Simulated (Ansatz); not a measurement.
# ZnSe: the cost of one run

Method: DFT PBEsol, scalar-relativistic, plane waves, PAW, in Ansatz 0.2.0.

3 further runs of the same task are left out: 3 set aside as unsound or not needed.

**1. The system as given**

Symmetry: F-43m, No. 216, cubic system. Conventional cell: a = 5.633 Å, b = 5.633 Å, c = 5.633 Å, α = 90.00°, β = 90.00°, γ = 90.00°. Zn (site symmetry -43m) has 4 Se at 2.44 Å as nearest neighbours. Se (site symmetry -43m) is surrounded by 4 Zn at 2.44 Å.

Structure file:

```
CELL_PARAMETERS angstrom
2.81662 2.81662 0.00000
-2.81662 2.81662 0.00000
0.00000 0.00000 5.63325
ATOMIC_POSITIONS crystal
Zn 0.00000 0.00000 0.00000
Zn 0.50000 0.50000 0.50000
Se 0.50000 0.00000 0.25000
Se 0.00000 0.50000 0.75000
```

It goes back to an entry of the Materials Project.

**2. Reference cell for the strains**

Contents of input.yaml:

```yaml
crystal:
  lattice:
    - [2.8166236671, 2.8166236671, 0.0]
    - [-2.8166236671, 2.8166236671, 0.0]
    - [0.0, 0.0, 5.6332473342]
  atoms:
    - { symbol: Zn, position: [0.0, 0.0, 0.0] }
    - { symbol: Zn, position: [0.5, 0.5, 0.5] }
    - { symbol: Se, position: [0.5, 0.0, 0.25] }
    - { symbol: Se, position: [0.0, 0.5, 0.75] }
basis:
  ecutwfc: 420
kpoints:
  mp_grid: { grid: [8, 8, 6] }
hamiltonian:
  xc: pbesol
scf:
  occupations: { method: gaussian, width: 0.02 }
output:
  forces: true
  stress: true
  eigenvalues: true
```

Run with:

```console
$ ansatz run input.yaml --threads 1 --pin off --max-ram 2560MiB --backend cpu --events-out ev --progress --plain --runs-dir out
```

**Question.** How long does this run take on 1 thread of AMD EPYC 9R14 (Zen 4), shared host, and how much memory does it need?

About 7.5 s, with a peak of 0.45 GiB.
